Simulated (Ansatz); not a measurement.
**Rh: equation of state with PBE**

Crystal: Rh.

```
Rh
1.0
     2.69174    0.00000    0.00000
    -1.34587    2.33112    0.00000
     0.00000    0.00000    8.79807
Rh
4
Direct
  0.66667 0.33333 0.75000
  0.00000 0.00000 0.50000
  0.33333 0.66667 0.25000
  0.00000 0.00000 0.00000
```

This isn't the form of Rh at room conditions, which is fcc.

```yaml
Program: Ansatz 0.2.0
Task: equation of state
Functional: PBE
Potentials_or_basis: Ansatz PAW
Cutoff: 420 eV
Density_cutoff: 1680 eV
k_mesh: 11 × 11 × 3
Occupations: fermi-dirac, width 0.05 eV
Spin: no spin polarisation
```

```json
{
  "Equilibrium volume": "14.07 Å³/atom",
  "Bulk modulus at fixed shape and positions": "256 GPa",
  "Pressure derivative of the bulk modulus": "5.2"
}
```

Energy against volume, from the lowest point:
| volume (Å³/atom) | energy (meV/atom) |
| --- | --- |
| 12.973 | 81.30 |
| 13.249 | 43.73 |
| 13.525 | 18.56 |
| 13.801 | 4.40 |
| 14.078 | 0.00 |
| 14.354 | 4.24 |
| 14.630 | 16.13 |

All runs of the series together: 12 s on 2 threads of Arm Neoverse V1, on a shared host.

Caveat: the cell was scaled at fixed shape and fractional positions, which overstates the stiffness of a crystal with free parameters, most of all of layers and chains.
